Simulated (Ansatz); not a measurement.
**Titanium, hcp under LDA: convergence with the k-point mesh**

How fine must the k-point mesh be for energy and pressure to settle? The geometry was relaxed under LDA beforehand and stays fixed; 8 values are run, from 2×2×1 to 18×18×10. Wanted are the values from which on the energy stays within 10 and 1 meV/atom, and the pressure within 0.5 GPa, of the last run. Within the series other settings stay, but some runs also write fields, which adds to their time. Spin polarisation is left out.

Method: DFT LDA, plane waves with PAW, scalar-relativistic, in Ansatz 0.2.0.

### Step 1. The system as given

It takes space group P6_3/mmc (No. 194, hexagonal). The conventional cell has a = 2.864 Å, b = 2.864 Å, c = 4.540 Å, α = 90.00°, β = 90.00°, γ = 120.00°. Around Ti (site symmetry -6m2) lie 12 Ti at 2.81 to 2.86 Å.

Coordinates:

```
CELL_PARAMETERS angstrom
2.86387 0.00000 0.00000
-1.43193 2.48018 0.00000
0.00000 0.00000 4.53999
ATOMIC_POSITIONS crystal
Ti 0.33333 0.66667 0.25000
Ti 0.66667 0.33333 0.75000
```

### Step 2. Run at 2×2×1

The run at 2×2×1.

The input, input.yaml:

```yaml
crystal:
  lattice:
    - [2.8638698861, 0.0, 0.0]
    - [-1.431934943, 2.4801840745, 0.0]
    - [0.0, 0.0, 4.5399943151]
  atoms:
    - { symbol: Ti, position: [0.3333333333, 0.6666666667, 0.25] }
    - { symbol: Ti, position: [0.6666666667, 0.3333333333, 0.75] }
hamiltonian:
  xc: lda
  pseudopotentials:
    kind: paw
    azcp:
      Ti: "pseudopotentials/Ti.paw.azcp"
basis:
  ecutwfc: 420
  fft_grid_basis: typed
kpoints:
  mp_grid: { grid: [2, 2, 1], shift: [0, 0, 0] }
magnetization:
  spin_polarized: false
scf:
  occupations: { method: fermi_dirac, width: 0.1 }
  lower_state_search: "off"
output:
  stress: true
```

Run with:

```sh
> ansatz run input.yaml --threads 2 --pin off --max-ram 5120MiB --backend cpu --events-out ev --progress --plain --runs-dir out
```

The program printed, shortened:

```text
Warning: <dir> the record states the generating functional pbe (its physics header spells it `PBE`), which answers neither for hamiltonian.xc's functional nor for the lda family's — results may be inconsistent (PPs are generated against a specific XC)
Warning: RAYON_NUM_THREADS=2 ignored (pool sized by the plan → 2); use --threads N
[...]
Pseudopotentials: kind: paw
Pseudopotential: Ti, paw, valence charge 12, recommended cutoff 420 eV (normal), <dir>
Functional definition: SPW92
[...]
Crystal: 2 atoms, lattice volume = 32.247 Å³
Basis set: ecut = 420 eV, 615 PW (Γ)
Bands: 16, of which v1, the nominal top of the filled ones, is band 12 counted from 1 (11 counted from 0)
Symmetry: 24 space group operations
Space group: P63/mmc (ITA 194), of the structure as read, at distance tolerance 3.2e-5 Å
k-points: 2 of 4
[...]
SCF iter   1: F=—  HF=-4901.532887 eV  |F-HF|=—  |Δ(HF+E_count)|=         —  Δρ=1.65e-2  dr2=4.37e-2  ethr=1.77e-3  ⟨swp⟩=4.0  Hψ=129  notcnv=0
[...]
SCF iter   6: F=-4901.518276 eV  HF=-4901.518276 eV  |F-HF|=2.40e-9  |Δ(HF+E_count)|=   3.73e-8  Δρ=5.35e-6  dr2=7.49e-9  ethr=4.17e-10  ⟨swp⟩=4.0  Hψ=112  notcnv=0
[...]
SCF converged after 6 iterations
Free energy (F): -4901.518276 eV
[...]
E sigma→0 (E₀):  -4901.425438 eV
Entropy (-TS):   -0.185676 eV (-92.838 meV/atom)
Fermi energy:    14.733281 eV
[...]
--- Stress (GPa, compression-positive) ---
       10.960380      -0.000000       0.000000
       -0.000000      10.960380       0.000000
        0.000000       0.000000     -43.226997
  P = ⅓ Tr σ = -7.1021 GPa (-71.021 kbar)
```

Wall time 0.22 s (2 threads of Arm Neoverse V2, shared host); peak memory 0.25 GiB.

### Step 3. Run at 3×3×2

The run at 3×3×2.

Changes to input.yaml since step 2:

```diff
@@ -18,3 +18,3 @@
 kpoints:
-  mp_grid: { grid: [2, 2, 1], shift: [0, 0, 0] }
+  mp_grid: { grid: [3, 3, 2], shift: [0, 0, 0] }
 magnetization:
```

Run with:

```sh
> ansatz run input.yaml --threads 2 --pin off --max-ram 5120MiB --backend cpu --events-out ev --progress --plain --runs-dir out
```

The program printed, shortened:

```text
Warning: <dir> the record states the generating functional pbe (its physics header spells it `PBE`), which answers neither for hamiltonian.xc's functional nor for the lda family's — results may be inconsistent (PPs are generated against a specific XC)
Warning: RAYON_NUM_THREADS=2 ignored (pool sized by the plan → 2); use --threads N
[...]
[... 3 set-up lines as earlier in the session ...]
[...]
Crystal: 2 atoms, lattice volume = 32.247 Å³
Basis set: ecut = 420 eV, 615 PW (Γ)
Bands: 16, of which v1, the nominal top of the filled ones, is band 12 counted from 1 (11 counted from 0)
[... 2 set-up lines as earlier in the session ...]
k-points: 6 of 18
[...]
SCF iter   1: F=—  HF=-4900.723130 eV  |F-HF|=—  |Δ(HF+E_count)|=         —  Δρ=6.63e-3  dr2=5.53e-3  ethr=1.77e-3  ⟨swp⟩=4.7  Hψ=910  notcnv=0
[...]
SCF iter   6: F=-4900.721392 eV  HF=-4900.721392 eV  |F-HF|=1.18e-11  |Δ(HF+E_count)|=  3.60e-10  Δρ=7.39e-7  dr2=5.71e-11  ethr=1.04e-11  ⟨swp⟩=1.2  Hψ=356  notcnv=0
[...]
SCF converged after 6 iterations
Free energy (F): -4900.721392 eV
[...]
E sigma→0 (E₀):  -4900.695359 eV
Entropy (-TS):   -0.052065 eV (-26.032 meV/atom)
Fermi energy:    14.261258 eV
[...]
--- Stress (GPa, compression-positive) ---
       -1.844571      -0.000000       0.000000
       -0.000000      -1.844571       0.000000
        0.000000       0.000000      -1.208227
  P = ⅓ Tr σ = -1.6325 GPa (-16.325 kbar)
```

Run time: 0.29 s. Hardware: 2 threads of Arm Neoverse V2, shared host; peak memory 0.25 GiB.

### Step 4. Run at 5×5×3

The run at 5×5×3.

Changes to input.yaml since step 3:

```diff
@@ -18,3 +18,3 @@
 kpoints:
-  mp_grid: { grid: [3, 3, 2], shift: [0, 0, 0] }
+  mp_grid: { grid: [5, 5, 3], shift: [0, 0, 0] }
 magnetization:
```

Run with:

```sh
> ansatz run input.yaml --threads 2 --pin off --max-ram 5120MiB --backend cpu --events-out ev --progress --plain --runs-dir out
```

The program printed, shortened:

```text
Warning: <dir> the record states the generating functional pbe (its physics header spells it `PBE`), which answers neither for hamiltonian.xc's functional nor for the lda family's — results may be inconsistent (PPs are generated against a specific XC)
Warning: RAYON_NUM_THREADS=2 ignored (pool sized by the plan → 2); use --threads N
[...]
[... 3 set-up lines as earlier in the session ...]
[...]
Crystal: 2 atoms, lattice volume = 32.247 Å³
Basis set: ecut = 420 eV, 615 PW (Γ)
Bands: 16, of which v1, the nominal top of the filled ones, is band 12 counted from 1 (11 counted from 0)
[... 2 set-up lines as earlier in the session ...]
k-points: 10 of 75
[...]
SCF iter   1: F=—  HF=-4900.648108 eV  |F-HF|=—  |Δ(HF+E_count)|=         —  Δρ=6.71e-3  dr2=7.10e-3  ethr=1.77e-3  ⟨swp⟩=4.0  Hψ=647  notcnv=0
[...]
SCF iter   6: F=-4900.645745 eV  HF=-4900.645745 eV  |F-HF|=7.28e-12  |Δ(HF+E_count)|=   2.67e-8  Δρ=7.35e-7  dr2=7.40e-11  ethr=9.14e-11  ⟨swp⟩=1.3  Hψ=487  notcnv=0
[...]
SCF converged after 6 iterations
Free energy (F): -4900.645745 eV
[...]
E sigma→0 (E₀):  -4900.607841 eV
Entropy (-TS):   -0.075809 eV (-37.904 meV/atom)
Fermi energy:    14.215837 eV
[...]
--- Stress (GPa, compression-positive) ---
        0.742379       0.000000       0.000000
        0.000000       0.742379      -0.000000
        0.000000      -0.000000      -1.319680
  P = ⅓ Tr σ = 0.0550 GPa (0.550 kbar)
```

Wall time 0.29 s (2 threads of Arm Neoverse V2, shared host); peak memory 0.25 GiB.

### Step 5. Run at 6×6×4

The run at 6×6×4.

Changes to input.yaml since step 4:

```diff
@@ -18,3 +18,3 @@
 kpoints:
-  mp_grid: { grid: [5, 5, 3], shift: [0, 0, 0] }
+  mp_grid: { grid: [6, 6, 4], shift: [0, 0, 0] }
 magnetization:
```

Run with:

```sh
> ansatz run input.yaml --threads 2 --pin off --max-ram 5120MiB --backend cpu --events-out ev --progress --plain --runs-dir out
```

The program printed, shortened:

```text
Warning: <dir> the record states the generating functional pbe (its physics header spells it `PBE`), which answers neither for hamiltonian.xc's functional nor for the lda family's — results may be inconsistent (PPs are generated against a specific XC)
Warning: RAYON_NUM_THREADS=2 ignored (pool sized by the plan → 2); use --threads N
[...]
[... 3 set-up lines as earlier in the session ...]
[...]
Crystal: 2 atoms, lattice volume = 32.247 Å³
Basis set: ecut = 420 eV, 615 PW (Γ)
Bands: 16, of which v1, the nominal top of the filled ones, is band 12 counted from 1 (11 counted from 0)
[... 2 set-up lines as earlier in the session ...]
k-points: 21 of 144
[...]
SCF iter   1: F=—  HF=-4900.635043 eV  |F-HF|=—  |Δ(HF+E_count)|=         —  Δρ=6.13e-3  dr2=4.69e-3  ethr=1.77e-3  ⟨swp⟩=4.5  Hψ=3129  notcnv=0
[...]
SCF iter   6: F=-4900.633727 eV  HF=-4900.633727 eV  |F-HF|=2.73e-10  |Δ(HF+E_count)|=  6.84e-10  Δρ=1.13e-6  dr2=2.84e-10  ethr=1.56e-11  ⟨swp⟩=1.9  Hψ=1195  notcnv=0
[...]
SCF converged after 6 iterations
Free energy (F): -4900.633727 eV
[...]
E sigma→0 (E₀):  -4900.592996 eV
Entropy (-TS):   -0.081462 eV (-40.731 meV/atom)
Fermi energy:    14.279805 eV
[...]
--- Stress (GPa, compression-positive) ---
       -0.440466      -0.000000       0.000000
       -0.000000      -0.440466       0.000000
        0.000000       0.000000       0.499709
  P = ⅓ Tr σ = -0.1271 GPa (-1.271 kbar)
```

Wall time 0.48 s (2 threads of Arm Neoverse V2, shared host); peak memory 0.26 GiB.

### Step 6. Run at 8×8×4

The run at 8×8×4.

Changes to input.yaml since step 5:

```diff
@@ -18,3 +18,3 @@
 kpoints:
-  mp_grid: { grid: [6, 6, 4], shift: [0, 0, 0] }
+  mp_grid: { grid: [8, 8, 4], shift: [0, 0, 0] }
 magnetization:
```

Run with:

```sh
> ansatz run input.yaml --threads 2 --pin off --max-ram 5120MiB --backend cpu --events-out ev --progress --plain --runs-dir out
```

The program printed, shortened:

```text
Warning: <dir> the record states the generating functional pbe (its physics header spells it `PBE`), which answers neither for hamiltonian.xc's functional nor for the lda family's — results may be inconsistent (PPs are generated against a specific XC)
Warning: RAYON_NUM_THREADS=2 ignored (pool sized by the plan → 2); use --threads N
[...]
[... 3 set-up lines as earlier in the session ...]
[...]
Crystal: 2 atoms, lattice volume = 32.247 Å³
Basis set: ecut = 420 eV, 615 PW (Γ)
Bands: 16, of which v1, the nominal top of the filled ones, is band 12 counted from 1 (11 counted from 0)
[... 2 set-up lines as earlier in the session ...]
k-points: 30 of 256
[...]
SCF iter   1: F=—  HF=-4900.649494 eV  |F-HF|=—  |Δ(HF+E_count)|=         —  Δρ=6.57e-3  dr2=5.85e-3  ethr=1.77e-3  ⟨swp⟩=4.5  Hψ=4470  notcnv=0  defer=1
[...]
SCF iter   6: F=-4900.647805 eV  HF=-4900.647805 eV  |F-HF|=2.73e-12  |Δ(HF+E_count)|=  3.64e-11  Δρ=2.00e-7  dr2=6.49e-12  ethr=1.57e-12  ⟨swp⟩=1.0  Hψ=1715  notcnv=0
[...]
SCF converged after 6 iterations
Free energy (F): -4900.647805 eV
[...]
E sigma→0 (E₀):  -4900.615798 eV
Entropy (-TS):   -0.064014 eV (-32.007 meV/atom)
Fermi energy:    14.249791 eV
[...]
--- Stress (GPa, compression-positive) ---
        0.096758       0.000000       0.000000
       -0.000000       0.096758       0.000000
        0.000000       0.000000      -0.568653
  P = ⅓ Tr σ = -0.1250 GPa (-1.250 kbar)
```

It took 0.57 s on 2 threads of Arm Neoverse V2, shared host; peak memory 0.27 GiB.

### Step 7. Run at 10×10×6

The run at 10×10×6.

Changes to input.yaml since step 6:

```diff
@@ -18,3 +18,3 @@
 kpoints:
-  mp_grid: { grid: [8, 8, 4], shift: [0, 0, 0] }
+  mp_grid: { grid: [10, 10, 6], shift: [0, 0, 0] }
 magnetization:
@@ -26 +26,5 @@
   stress: true
+  write_density: true
+  write_potential: true
+  elf: true
+  volumetric_format: npy
```

Run with:

```sh
> ansatz run input.yaml --threads 2 --pin off --max-ram 5120MiB --backend cpu --events-out ev --progress --plain --runs-dir out
```

The program printed, shortened:

```text
Warning: <dir> the record states the generating functional pbe (its physics header spells it `PBE`), which answers neither for hamiltonian.xc's functional nor for the lda family's — results may be inconsistent (PPs are generated against a specific XC)
Warning: RAYON_NUM_THREADS=2 ignored (pool sized by the plan → 2); use --threads N
[...]
[... 3 set-up lines as earlier in the session ...]
[...]
Crystal: 2 atoms, lattice volume = 32.247 Å³
Basis set: ecut = 420 eV, 615 PW (Γ)
Bands: 16, of which v1, the nominal top of the filled ones, is band 12 counted from 1 (11 counted from 0)
[... 2 set-up lines as earlier in the session ...]
k-points: 56 of 600
[...]
SCF iter   1: F=—  HF=-4900.639157 eV  |F-HF|=—  |Δ(HF+E_count)|=         —  Δρ=6.39e-3  dr2=5.56e-3  ethr=1.77e-3  ⟨swp⟩=4.6  Hψ=8325  notcnv=0  defer=1
[...]
SCF iter   6: F=-4900.637423 eV  HF=-4900.637423 eV  |F-HF|=6.91e-11  |Δ(HF+E_count)|=   1.96e-9  Δρ=5.63e-7  dr2=6.58e-11  ethr=3.16e-11  ⟨swp⟩=4.0  Hψ=4991  notcnv=0
[...]
SCF converged after 6 iterations
Free energy (F): -4900.637423 eV
[...]
E sigma→0 (E₀):  -4900.600220 eV
Entropy (-TS):   -0.074405 eV (-37.203 meV/atom)
Fermi energy:    14.243974 eV
[...]
--- Stress (GPa, compression-positive) ---
        0.023456       0.000000       0.000000
       -0.000000       0.023456      -0.000000
        0.000000      -0.000000      -0.202224
  P = ⅓ Tr σ = -0.0518 GPa (-0.518 kbar)
--- Band table (eV; the first three rows and the last of 56) ---
  k-point 0: bands = ["-41.8494", "-41.6549", "-18.8569", "-18.0363", "-18.0363", "-17.9297", "-17.9071", "-17.9071", "8.0025", "11.4107", "15.0564", "15.0564", "15.1980", "15.3524", "15.6123", "15.6123", "16.0003", "16.0003", "17.7086", "17.7086"]
[...]
```

It took 1.2 s on 2 threads of Arm Neoverse V2, shared host; peak memory 0.31 GiB.

### Step 8. Run at 13×13×8

The run at 13×13×8.

Changes to input.yaml since step 7:

```diff
@@ -18,3 +18,3 @@
 kpoints:
-  mp_grid: { grid: [10, 10, 6], shift: [0, 0, 0] }
+  mp_grid: { grid: [13, 13, 8], shift: [0, 0, 0] }
 magnetization:
@@ -26,5 +26 @@
   stress: true
-  write_density: true
-  write_potential: true
-  elf: true
-  volumetric_format: npy
```

Run with:

```sh
> ansatz run input.yaml --threads 2 --pin off --max-ram 5120MiB --backend cpu --events-out ev --progress --plain --runs-dir out
```

The program printed, shortened:

```text
Warning: <dir> the record states the generating functional pbe (its physics header spells it `PBE`), which answers neither for hamiltonian.xc's functional nor for the lda family's — results may be inconsistent (PPs are generated against a specific XC)
Warning: RAYON_NUM_THREADS=2 ignored (pool sized by the plan → 2); use --threads N
[...]
[... 3 set-up lines as earlier in the session ...]
[...]
Crystal: 2 atoms, lattice volume = 32.247 Å³
Basis set: ecut = 420 eV, 615 PW (Γ)
Bands: 16, of which v1, the nominal top of the filled ones, is band 12 counted from 1 (11 counted from 0)
[... 2 set-up lines as earlier in the session ...]
k-points: 105 of 1352
[...]
SCF iter   1: F=—  HF=-4900.639245 eV  |F-HF|=—  |Δ(HF+E_count)|=         —  Δρ=6.39e-3  dr2=5.62e-3  ethr=1.77e-3  ⟨swp⟩=4.6  Hψ=15688  notcnv=0  defer=2
[...]
SCF iter   6: F=-4900.637562 eV  HF=-4900.637562 eV  |F-HF|=5.82e-11  |Δ(HF+E_count)|=   2.09e-9  Δρ=5.40e-7  dr2=5.73e-11  ethr=3.00e-11  ⟨swp⟩=1.2  Hψ=6219  notcnv=0
[...]
SCF converged after 6 iterations
Free energy (F): -4900.637562 eV
[...]
E sigma→0 (E₀):  -4900.600709 eV
Entropy (-TS):   -0.073706 eV (-36.853 meV/atom)
Fermi energy:    14.244552 eV
[...]
--- Stress (GPa, compression-positive) ---
        0.004481      -0.000000       0.000000
        0.000000       0.004481       0.000000
        0.000000       0.000000      -0.057337
  P = ⅓ Tr σ = -0.0161 GPa (-0.161 kbar)
```

Wall time 1.5 s (2 threads of Arm Neoverse V2, shared host); peak memory 0.33 GiB.

### Step 9. Run at 18×18×10

The run at 18×18×10.

Changes to input.yaml since step 8:

```diff
@@ -18,3 +18,3 @@
 kpoints:
-  mp_grid: { grid: [13, 13, 8], shift: [0, 0, 0] }
+  mp_grid: { grid: [18, 18, 10], shift: [0, 0, 0] }
 magnetization:
```

Run with:

```sh
> ansatz run input.yaml --threads 2 --pin off --max-ram 5120MiB --backend cpu --events-out ev --progress --plain --runs-dir out
```

The program printed, shortened:

```text
Warning: <dir> the record states the generating functional pbe (its physics header spells it `PBE`), which answers neither for hamiltonian.xc's functional nor for the lda family's — results may be inconsistent (PPs are generated against a specific XC)
Warning: RAYON_NUM_THREADS=2 ignored (pool sized by the plan → 2); use --threads N
[...]
[... 3 set-up lines as earlier in the session ...]
[...]
Crystal: 2 atoms, lattice volume = 32.247 Å³
Basis set: ecut = 420 eV, 615 PW (Γ)
Bands: 16, of which v1, the nominal top of the filled ones, is band 12 counted from 1 (11 counted from 0)
[... 2 set-up lines as earlier in the session ...]
k-points: 222 of 3240
[...]
SCF iter   1: F=—  HF=-4900.639433 eV  |F-HF|=—  |Δ(HF+E_count)|=         —  Δρ=6.38e-3  dr2=5.59e-3  ethr=1.77e-3  ⟨swp⟩=4.5  Hψ=33298  notcnv=0  defer=5
[...]
SCF iter   6: F=-4900.637728 eV  HF=-4900.637728 eV  |F-HF|=6.55e-11  |Δ(HF+E_count)|=   2.00e-9  Δρ=5.76e-7  dr2=6.74e-11  ethr=2.78e-11  ⟨swp⟩=1.3  Hψ=13065  notcnv=0
[...]
SCF converged after 6 iterations
Free energy (F): -4900.637728 eV
[...]
E sigma→0 (E₀):  -4900.601033 eV
Entropy (-TS):   -0.073391 eV (-36.695 meV/atom)
Fermi energy:    14.243662 eV
[...]
--- Stress (GPa, compression-positive) ---
       -0.001479       0.000000       0.000000
       -0.000000      -0.001479       0.000000
        0.000000       0.000000      -0.079361
  P = ⅓ Tr σ = -0.0274 GPa (-0.274 kbar)
```

It took 3 s on 2 threads of Arm Neoverse V2, shared host; peak memory 0.38 GiB.

### Step 10. Convergence table

Energies count from the run at 18×18×10.

| k-mesh | k-points | E(σ → 0) (meV/atom) | P (GPa) | SCF cycles | CPU time |
| --- | --- | --- | --- | --- | --- |
| 2×2×1 | 2 | -412.20 | -7.10 | 6 | 0.29 s |
| 3×3×2 | 6 | -47.16 | -1.63 | 6 | 0.42 s |
| 5×5×3 | 10 | -3.40 | 0.06 | 6 | 0.43 s |
| 6×6×4 | 21 | 4.02 | -0.13 | 6 | 0.78 s |
| 8×8×4 | 30 | -7.38 | -0.13 | 6 | 0.98 s |
| 10×10×6 | 56 | 0.41 | -0.05 | 6 | 2.1 s |
| 13×13×8 | 105 | 0.16 | -0.02 | 6 | 2.8 s |
| 18×18×10 | 222 | 0.00 | -0.03 | 6 | 5.8 s |

### Step 11. Outcome

| quantity | value |
| --- | --- |
| E(σ → 0) stays within 10 meV/atom of 18×18×10 | from 5×5×3 on |
| E(σ → 0) stays within 1 meV/atom | from 10×10×6 on |
| pressure stays within 0.5 GPa | from 5×5×3 on |
| pressure at 18×18×10 | -0.03 GPa |
| CPU time, dearest over cheapest | 20 |
| energy of a separate run on a finer mesh (21×21×12) | -0.1 meV/atom from 18×18×10 |

What this shows: At 2×2×1 the energy differs by -412.2 meV/atom and the pressure by -7.1 GPa. Convergence in k is not monotonic; the energy swings about its limit. From 10×10×6 on, the energy holds to 1 meV/atom. Metals converge slowly, as the Fermi surface must be resolved. A run on a finer mesh agrees with the yardstick to 1 meV/atom. The cell taken over is 9 % smaller than the measured one (17.66 Å³/atom, COD), which weighs on all values here.
